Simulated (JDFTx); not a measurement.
Input of a JDFTx 1.7.0 (patched build) run:

PtSe2.in

```
lattice \
    7.0373400881    -3.5186700441     0.0000000000 \
    0.0000000000     6.0945152914     0.0000000000 \
    0.0000000000     0.0000000000     9.5657936429
coords-type Cartesian
ion Pt     0.0000000000     0.0000000000     0.0000000000 1
ion Se     3.5186700444     2.0315050969     7.1743452321 1
ion Se    -0.0000000004     4.0630101945     2.3914484107 1

ion-species pseudo/Pt.upf
ion-species pseudo/Se.upf
elec-cutoff 43 344
elec-ex-corr lda-PW
kpoint-folding 4 4 2
elec-smearing Fermi 0.00091873305
elec-n-bands 52
add-U Pt d 0.220496
electronic-SCF nIterations 100 energyDiffThreshold 1e-09
electronic-minimize nIterations 30 energyDiffThreshold 1e-7
converge-empty-states yes
forces-output-coords Cartesian

dump-name run.$VAR
dump End Ecomponents EigStats BandEigs Kpoints Forces Stress State
```

Potentials or basis: PseudoDojo-SR-LDA-0.4.1-standard with smoothed tails.

Launch:

```bash
$ jdftx -c 1 -i PtSe2.in -o PtSe2.out
```

Task: Estimate the band gap on the k mesh.

Result: None (metal or under the smearing width).

Task: Estimate the largest force.

Result: 0.076 eV/Å.

Stress tensor (GPa, compression positive):
```
-1.89  0.00  0.00
 0.00 -1.89  0.00
 0.00  0.00 -3.43
```

Caveat: the k mesh is coarse (spacing up to 0.62 Å⁻¹), so the values aren't converged; U without spin polarisation on a metal has little footing. Spin-orbit coupling is left out, which matters for the levels of Pt.
